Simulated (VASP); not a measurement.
# Ir: equation of state with LDA

Ir:

```xyz
1
Lattice="0.0000 1.9099 1.9099 1.9099 0.0000 1.9099 1.9099 1.9099 0.0000" Properties=species:S:1:pos:R:3 pbc="T T T"
Ir    0.0000    0.0000    0.0000
```

```json
{
  "Program": "VASP 6.6.1",
  "Task": "equation of state",
  "Functional": "LDA",
  "Potentials or basis": "VASP PAW LDA potentials, release 64 (Ir)",
  "Cutoff": "520 eV",
  "k mesh": "10 × 10 × 10",
  "Occupations": "fermi-dirac, width 0.05 eV",
  "Spin": "no spin polarisation"
}
```

```yaml
Equilibrium_volume: 13.93 Å³/atom
Bulk_modulus: 404 GPa
Pressure_derivative_of_the_bulk_modulus: "5.0 (rough: it moves with the points fitted)"
```

Energy against volume, from the lowest point:
| volume (Å³/atom) | energy (meV/atom) |
| --- | --- |
| 13.376 | 30.32 |
| 13.655 | 7.23 |
| 13.934 | 0.00 |
| 14.212 | 6.85 |
| 14.491 | 26.17 |

All runs of the series together: 19 s on 1 thread of Intel(R) Xeon(R) Platinum 8488C (Sapphire Rapids), on a shared host.

The run has no spin-orbit coupling, so splittings on Ir are missing.
